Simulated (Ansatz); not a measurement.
## ZrC (WC-type structure)

Computed with Ansatz (plane waves, PAW, 420 eV cutoff): PBE, scalar-relativistic, no spin polarisation, 12×12×12 k-mesh, Gaussian smearing of 0.05 eV. The datasets are Ansatz's generated set soft_2.

```xyz
2
Lattice="3.2695 0.0000 0.0000 -1.6348 2.8315 0.0000 0.0000 0.0000 2.9397" Properties=species:S:1:pos:R:3 pbc="T T T"
Zr    0.0000    0.0000    0.0000
C     1.6348    0.9438    1.4699
```

This is a trial structure; measured cells of the compound in the Crystallography Open Database are in space group Fm-3m (rock salt).

The run above is the reference. The same cell was run again with other input settings; several of them aren't fit for production, so the rows show the settings' effect and aren't properties of the material.

```tsv
keys changed	outcome	ΔE (meV/atom)	P (GPa)	gap on the mesh (eV)	cell moment (μB)	largest force component (eV/Å)	SCF iterations	rough core-seconds	new warnings
none (reference)	converged	0.0	0.0	metal	–	0.000	–	–	–
scf.eigensolver.kind: "davidson"	converged	0.0	0.0	metal	–	0.000	6	7	–
crystal.symmetry: {"detect": false}	converged	0.0	0.0	metal	–	0.000	6	40	–
```

These changes also left energy (to 0.1 meV/atom), pressure, gap, moment and forces as in the reference: scf.algorithm: "density_mixing"; scf.mixing.algorithm: "anderson"; scf.mixing.beta: 0.1; scf.mixing.ndim: 8 | scf.mixing.algorithm: "msr1"; scf.mixing.beta: 0.9 | scf.occupations.width: 0.05 → 0.01; scf.lower_state_search: "off".

ΔE is the energy with the smearing extrapolated to zero. It is left out where the change alters the Hamiltonian or the spin treatment. The varied runs start from atomic densities (corrected by the program's trained start where that serves), with the default search for lower states unless a row changes it.

(1) What happens with these changes: basis.ecutwfc: 420 → "36.7 Ry"?

(2) What happens with these changes: basis.ecutwfc: 420 → "29.4 Ry"?

Answers:

(1) outcome converged, ΔE (meV/atom) -1.5, P (GPa) 0.0, gap on the mesh (eV) metal, largest force component (eV/Å) 0.000, SCF iterations 6, rough core-seconds 12.

(2) outcome converged, ΔE (meV/atom) 1.7, P (GPa) 0.0, gap on the mesh (eV) metal, largest force component (eV/Å) 0.000, SCF iterations 6, rough core-seconds 6, new warnings cutoff below recommended.

Changing scf.eigensolver.kind only steers the path to self-consistency, so the energy stays within 0.5 meV/atom.
